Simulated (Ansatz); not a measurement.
Runs of Ansatz 0.2.0 on Si2W. Symmetry: P6_222, No. 180, hexagonal system. Conventional cell: a = 4.617 Å, b = 4.617 Å, c = 6.653 Å, α = 90.00°, β = 90.00°, γ = 120.00°. W (site symmetry 222) is surrounded by 10 Si at 2.59 to 2.69 Å. Around Si (site symmetry 2) lie 5 Si at 2.57 to 2.69 Å and 5 W at 2.59 to 2.69 Å. Measurements of this composition are mostly on another form, of space group No. 139.

```csv
task,level,cell,cutoff (eV),points for each segment of the path,gap on the mesh (eV),pressure (GPa),relaxed volume (Å³/atom),largest force (eV/Å)
relaxation of cell and atoms,PBEsol,relaxed,420,-,0.23,0.0,13.31,-
band structure,r2SCAN,as given,500,10,(b),-5.1,-,-
band structure,PBEsol,as given,420,10,-,-5.6,-,0.04
relaxation of cell and atoms,LDA,relaxed,420,-,(a),0.0,13.09,0.01
relaxation of cell and atoms,r2SCAN,relaxed,500,-,0.34,0.0,13.34,-
band structure,LDA,as given,420,10,-,-9.2,-,0.06
```

Alike in all rows: potentials or basis Ansatz PAW; no spin polarisation; k mesh 7 × 7 × 4; smearing fermi-dirac 0.05 eV.

Q: Estimate the missing entries.

A: (a) 0.21; (b) 0.33.

Caveats: spin-orbit coupling is left out, which moves the levels of the heavy elements; the PAW data sets come from PBE, with cores solved anew for the run's functional, which leaves a small shift of forces and pressure; odd divisions of the mesh miss points on the zone boundary, where band edges often lie, so the gap on the mesh can be too wide (some runs); the plane-wave basis is chosen anew once the cell has moved, so the energies of steps on either side of that aren't comparable (some runs); the k mesh misses the band edges, so the gap on the mesh is wider than the one along the path (some runs).

A k mesh can miss the band edges, and the runs leave out spin-orbit coupling on W.

Runs at the PBE level aren't shown here.
